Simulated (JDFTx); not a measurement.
Runs of JDFTx 1.7.0 (patched build) on Cl. Symmetry: Cmce, No. 64, orthorhombic system. Conventional cell: a = 6.290 Å, b = 4.500 Å, c = 8.210 Å, α = 90.00°, β = 90.00°, γ = 90.00°. Cl (site symmetry m) has 1 Cl at 2.02 Å as nearest neighbours. 

```csv
task,level,potentials or basis,cell,k mesh,cutoff (eV),local potential set to -Z/r beyond,max SCF steps,SCF threshold on the energy,solver of the electrons,further solve for the empty bands,gap on the mesh (eV),pressure (GPa),relaxed volume (Å³/atom),largest force (eV/Å)
relaxation of cell and atoms,PBEsol,PseudoDojo-SR-PBEsol-0.4.1-standard with smoothed tails,relaxed,6 × 6 × 3,789,6 bohr,100,1e-09 Ha,scf,no,2.02,0.0,(a),-
relaxation of cell and atoms,LDA,PseudoDojo-SR-LDA-0.4.1-standard with smoothed tails,relaxed,6 × 6 × 3,762,6 bohr,100,1e-09 Ha,scf,no,1.83,0.0,22.30,-
single point,PBEsol,PseudoDojo-SR-PBEsol-0.4.1-standard,as given,7 × 7 × 4,789,-,100,1e-09 Ha,scf,yes,2.41,-0.9,-,0.17
single point,PBEsol,PseudoDojo-SR-PBEsol-0.4.1-standard with smoothed tails,as given,7 × 7 × 4,789,6 bohr,100,1e-09 Ha,scf,yes,2.41,-0.9,-,0.17
```

Alike in all rows: no spin polarisation; smearing fermi-dirac 0.05 eV.

Estimate the missing entries.

(a) 26.39.

Caveats: an odd mesh through Γ misses points on the zone boundary, where band edges often lie; the plane waves are those of the starting cell, so after so large a change of volume the result is rough (some runs); the empty levels aren't tightly converged (some runs); the volume moved by over 15 % at a fixed basis, so the end points are rough (some runs); the volume moved by -23 % from the deposited cell, more than functionals usually miss (some runs).

Not every run made on this cell is shown here.
